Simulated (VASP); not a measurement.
# Settings for AlNi: self-consistent run

AlNi, Cmm2 (no. 35), 2 atoms in the cell. LDA; PAW potentials Ni, Al (LDA set). VASP 6.6.1. The cell is changed on purpose: last atom moved by 0.08 Å along z, cell strained by +1.0% along z.

Wanted: stress within 0.05 GPa; site moments within 0.01 μB.

What the run is for: stress; Accuracy asked: tight.

POSCAR:
```
AlNi
1.0
    1.9386940000     -1.9531901500      0.0000000000
    1.9386940000      1.9531901500      0.0000000000
    0.0000000000      0.0000000000      3.1304243417
Ni Al
1 1
Direct
    0.5000000000      0.5000000000      0.5000000000
    0.0000000000      0.0000000000      0.0258112000
```

The series start from Plane-wave cutoff (eV): 350; Smearing width (eV): 0.07; k-point mesh: 13 × 13 × 12; Precision mode (PREC): Accurate; Electronic threshold (eV): 1e-6; Bands in all (NBANDS): 19; Highest l that the mixer handles (LMAXMIX): 4; Electronic algorithm: ALGO=Normal; Use of symmetry (ISYM): defaults; Density mixing: defaults. Each series keeps the choices made before it, and each single choice may use up half of a tolerance.

## Plane-wave cutoff (eV)

| Plane-wave cutoff (eV) | Stress, largest deviation (GPa) | Site moments, largest deviation (μB) | SCF iterations | Time (s) |
|---|---|---|---|---|
| 220 | 22.896 | 0.000 | 14 | 8.5 |
| 270 | 1.416 | 0.000 | 14 | 7.8 |
| 310 | 0.018 | 0.000 | 15 | 7.3 |
| 350 | 0.270 | 0.000 | 15 | 12 |
| 400 | 0.271 | 0.000 | 15 | 12 |
| 470 | 0.018 | 0.000 | 15 | 17 |
| 570 | 0.031 | 0.000 | 15 | 20 |
| 710 (reference) | 0.000 | 0.000 | 15 | 24 |

Chosen: 710; the next looser run is off by more than half of the tolerance, so convergence isn't shown beyond this value.

## Smearing width (eV)

| Smearing width (eV) | Stress, largest deviation (GPa) | Site moments, largest deviation (μB) | SCF iterations | Time (s) |
|---|---|---|---|---|
| 0.3 | 0.475 | 0.000 | 14 | 18 |
| 0.2 | 0.388 | 0.000 | 14 | 18 |
| 0.15 | 0.360 | 0.000 | 14 | 16 |
| 0.1 | 0.273 | 0.000 | 14 | 21 |
| 0.07 | 0.052 | 0.000 | 15 | 24 |
| 0.04 (reference) | 0.000 | 0.000 | 15 | 17 |

Chosen: 0.04; the next looser run is off by more than half of the tolerance, so convergence isn't shown beyond this value.

## k-point mesh

| k-point mesh | Stress, largest deviation (GPa) | Site moments, largest deviation (μB) | SCF iterations | Time (s) |
|---|---|---|---|---|
| 4 × 4 × 4 | 3.262 | 0.000 | 14 | 2.4 |
| 6 × 6 × 5 | 0.641 | 0.000 | 14 | 3.2 |
| 7 × 7 × 6 | 2.137 | 0.000 | 14 | 4.2 |
| 9 × 9 × 8 | 0.586 | 0.000 | 14 | 9.6 |
| 11 × 11 × 10 | 0.108 | 0.000 | 13 | 11 |
| 13 × 13 × 12 | 0.490 | 0.000 | 15 | 17 |
| 16 × 16 × 14 | 0.551 | 0.000 | 14 | 32 |
| 19 × 19 × 17 (reference) | 0.000 | 0.000 | 14 | 38 |

Chosen: 19 × 19 × 17; the next looser run is off by more than half of the tolerance, so convergence isn't shown beyond this value.

## Precision mode (PREC)

| Precision mode (PREC) | Stress, largest deviation (GPa) | Site moments, largest deviation (μB) | SCF iterations | Time (s) |
|---|---|---|---|---|
| SingleN | 0.089 | 0.000 | 14 | 30 |
| Normal | 0.001 | 0.000 | 14 | 35 |
| Single | 0.007 | 0.000 | 14 | 46 |
| Accurate (reference) | 0.000 | 0.000 | 14 | 38 |

Chosen: Normal, the loosest value from which every tighter one stays within half of the tolerance.

## Electronic threshold (eV)

| Electronic threshold (eV) | Stress, largest deviation (GPa) | Site moments, largest deviation (μB) | SCF iterations | Time (s) |
|---|---|---|---|---|
| 0.001 | 4.621 | 0.009 | 10 | 28 |
| 0.0001 | 0.852 | 0.001 | 12 | 32 |
| 1e-5 | 0.290 | 0.000 | 13 | 28 |
| 1e-6 | 0.112 | 0.000 | 14 | 35 |
| 1e-7 | 0.005 | 0.000 | 15 | 34 |
| 1e-8 (reference) | 0.000 | 0.000 | 17 | 37 |

Chosen: 1e-7.

## Bands in all (NBANDS)

| Bands in all (NBANDS) | Stress, largest deviation (GPa) | Site moments, largest deviation (μB) | SCF iterations | Time (s) |
|---|---|---|---|---|
| 10 | 0.024 | 0.000 | 16 | 19 |
| 11 | 0.022 | 0.000 | 16 | 20 |
| 13 | 0.021 | 0.000 | 16 | 24 |
| 15 | 0.031 | 0.000 | 15 | 27 |
| 19 | 0.020 | 0.000 | 15 | 34 |
| 29 (reference) | 0.000 | 0.000 | 15 | 53 |

Chosen: 19.

## Highest l that the mixer handles (LMAXMIX)

| Highest l that the mixer handles (LMAXMIX) | Stress, largest deviation (GPa) | Site moments, largest deviation (μB) | SCF iterations | Time (s) |
|---|---|---|---|---|
| 4 | 0.000 | 0.000 | 15 | 34 |
| 2 | 0.014 | 0.000 | 15 | 34 |
| 6 | 0.000 | 0.000 | 15 | 34 |

Chosen: 4; no other choice that stays within half of the tolerance saves 30 % of the time.

## Electronic algorithm

| Electronic algorithm | Stress, largest deviation (GPa) | Site moments, largest deviation (μB) | SCF iterations | Time (s) |
|---|---|---|---|---|
| ALGO=Normal | 0.000 | 0.000 | 15 | 34 |
| ALGO=Fast | 0.031 | 0.000 | 16 | 36 |
| ALGO=VeryFast | 0.005 | 0.000 | 24 | 45 |
| ALGO=All ISEARCH=1 | 0.005 | 0.000 | 21 | 39 |
| ALGO=All ISEARCH=0 | 0.005 | 0.000 | 21 | 38 |
| ALGO=Damped TIME=0.4 | 0.010 | 0.000 | 31 | 46 |
| ALGO=Damped TIME=0.1 | 0.012 | 0.001 | 62 | 79 |

Chosen: ALGO=Normal.

## Use of symmetry (ISYM)

| Use of symmetry (ISYM) | Stress, largest deviation (GPa) | Site moments, largest deviation (μB) | SCF iterations | Time (s) |
|---|---|---|---|---|
| defaults | 0.000 | 0.000 | 15 | 34 |
| ISYM=1 | 0.000 | 0.000 | 15 | 32 |
| ISYM=0 | 0.000 | 0.000 | 15 | 108 |
| ISYM=-1 | 0.000 | 0.000 | 15 | 212 |

Chosen: defaults.

## Density mixing

| Density mixing | Stress, largest deviation (GPa) | Site moments, largest deviation (μB) | SCF iterations | Time (s) |
|---|---|---|---|---|
| defaults | 0.000 | 0.000 | 15 | 34 |
| AMIX=0.2 BMIX=0.0001 AMIX_MAG=0.8 BMIX_MAG=0.0001 | 0.022 | 0.000 | 17 | 38 |
| AMIX_MAG=0.8 | 0.021 | 0.000 | 14 | 31 |
| AMIX_MAG=0.4 BMIX_MAG=0.0001 | 0.024 | 0.000 | 15 | 32 |
| AMIX=0.1 AMIX_MAG=0.4 | 0.054 | 0.000 | 17 | 36 |
| AMIX=0.4 IMIX=1 | crashed | crashed | 41 | 103 |
| MAXMIX=-10 | 0.000 | 0.000 | 15 | 32 |
| AMIN=0.01 | 0.000 | 0.000 | 15 | 32 |

Chosen: defaults.

VASP's message at the runs that stop: WARNING: Sub-Space-Matrix is not hermitian in DAV.

## All choices together

| Input | Stress, largest deviation (GPa) | Site moments, largest deviation (μB) | Time (s) |
|---|---|---|---|
| the program's defaults (naive) | 1.507 | 0.001 | 1.1 |
| chosen settings | 0.004 | 0.000 | 34 |
| reference settings throughout | 0.000 | 0.000 | 68 |

The chosen settings stay within the tolerance of the reference run, but the reference itself isn't shown to be converged in: Plane-wave cutoff (eV), Smearing width (eV), k-point mesh.

Values of the reference run: Stress: -2.885, 0, 0, 0, -4.344, 0, 0, 0, -10.18 GPa; Site moments: 0, 0 μB.

## The input

INCAR:
```
  GGA = CA
  ISPIN = 2
  MAGMOM = 1 0
  LORBIT = 11
  ISMEAR = 0
  SIGMA = 0.04
  LWAVE = False
  LCHARG = False
  ISIF = 2
  PREC = Normal
  LASPH = True
  LREAL = False
  ALGO = Normal
  EDIFF = 1E-7
  NELM = 200
  GGA_COMPAT = False
  ENCUT = 710
  LMAXMIX = 4
  KPAR = 8
  NBANDS = 19
```

KPOINTS:
```
Automatic mesh
0
Gamma
  19 19 17
  0 0 0
```

Commands:
```
cat potpaw_LDA.64/Ni/POTCAR potpaw_LDA.64/Al/POTCAR > POTCAR
mpirun -np 8 vasp_std > vasp.out
```

The chosen input took VASP 6.6.1 34 s on 8 cores (Intel Xeon 6975P-C (Granite Rapids)), a shared host.

## An input that fails: one k point for a small cell

It runs to its end, but against the unchanged starting input it is off by 114.976 GPa in the stress, 0.264 μB in the site moments.

k mesh: 13 × 13 × 12 becomes 1 × 1 × 1.

Changes against the starting input:
```
- NELM = 200
- KPAR = 8
+ NELM = 95
```
